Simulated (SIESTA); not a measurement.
Wanted: the native input for a SIESTA 5.4.2 run.

| Property | Result |
| --- | --- |
| Task | single point |
| Functional | PW91 |
| Potentials or basis | PseudoDojo 0.4 standard (PBE files) |
| Basis | DZP (energy shift 0.003 Ry; two zetas on semicore shells) |
| Grid cutoff | 800 Ry |
| Energy shift | 0.003 Ry |
| k mesh | 10 × 10 × 5 |
| Occupations | fermi-dirac, width 0.05 eV |
| Spin | no spin polarisation |

CuO (Tenorite):

```xyz
4
Lattice="2.3418 -1.7113 0.0000 2.3418 1.7113 0.0000 -0.8500 0.0000 5.0579" Properties=species:S:1:pos:R:3 pbc="T T T"
Cu    0.7459   -0.8557    2.5289
Cu    1.1709    0.8557    0.0000
O     1.7043    0.2793    3.7934
O     2.1293   -0.2793    1.2645
```

These files were run (other wordings do the same):

CuO.fdf

```
SystemName                      Tenorite
SystemLabel                     CuO
NumberOfSpecies                 2
NumberOfAtoms                   4
%block ChemicalSpeciesLabel
  1  29 Cu
  2   8 O
%endblock ChemicalSpeciesLabel

LatticeConstant                 1.0 Ang
%block LatticeVectors
     2.3418500000    -1.7113000000     0.0000000000
     2.3418500000     1.7113000000     0.0000000000
    -0.8500274268     0.0000000000     5.0578693947
%endblock LatticeVectors
AtomicCoordinatesFormat         Fractional
%block AtomicCoordinatesAndAtomicSpecies
     0.5000000000     0.0000000000     0.5000000000  1  Cu
     0.0000000000     0.5000000000     0.0000000000  1  Cu
     0.4184000000     0.5816000000     0.7500000000  2  O
     0.5816000000     0.4184000000     0.2500000000  2  O
%endblock AtomicCoordinatesAndAtomicSpecies

%block kgrid.MonkhorstPack
   10   0   0  0.0
    0  10   0  0.0
    0   0   5  0.0
%endblock kgrid.MonkhorstPack
XC.Functional                   GGA
XC.Authors                      PW91
PAO.BasisSize                   DZP
PAO.EnergyShift                 0.003 Ry
Mesh.Cutoff                     800 Ry
OccupationFunction              FD
ElectronicTemperature           0.05 eV
MaxSCFIterations                120
SCF.MustConverge                false
SCF.Mixer.Method                Pulay
SCF.Mixer.Weight                0.25
SCF.Mixer.History               8
SCF.DM.Tolerance                5.0e-05
SCF.H.Tolerance                 1.0e-03 eV
WriteForces                     true
Charge.Mulliken                 end
%block PAO.Basis
  Cu 5
  n=3 0 2
    2.369 0.000
  n=4 0 2
    7.268 0.000
  n=3 1 2
    2.657 0.000
  n=4 1 1
    7.268
  n=3 2 2
    4.917 0.000
%endblock PAO.Basis
```

Potentials or basis: PseudoDojo 0.4 standard (PBE files), DZP (energy shift 0.003 Ry; two zetas on semicore shells).

Command:

```bash
$ siesta < CuO.fdf > CuO.out 2>&1
```

Results of the run:

```
Pressure               : 6.2 GPa
Largest force          : 0.120 eV/Å
Band gap on the k mesh : none (metal or under the smearing width)
```

Caveat: short orbitals over semicore shells can move pressures by several GPa; the potentials were made for another functional, which shifts forces and pressure; the basis of atomic orbitals isn't converged, which shifts pressures, moduli and gaps; the run has no spin polarisation, though such a crystal can be magnetic; semilocal functionals often make such compounds metallic where correlation or magnetic order opens a gap, which also shifts bond lengths.

Wall time 55 s on 1 thread of Intel(R) Xeon(R) Platinum 8488C (Sapphire Rapids), with other jobs on the host, peak memory 0.33 GiB.
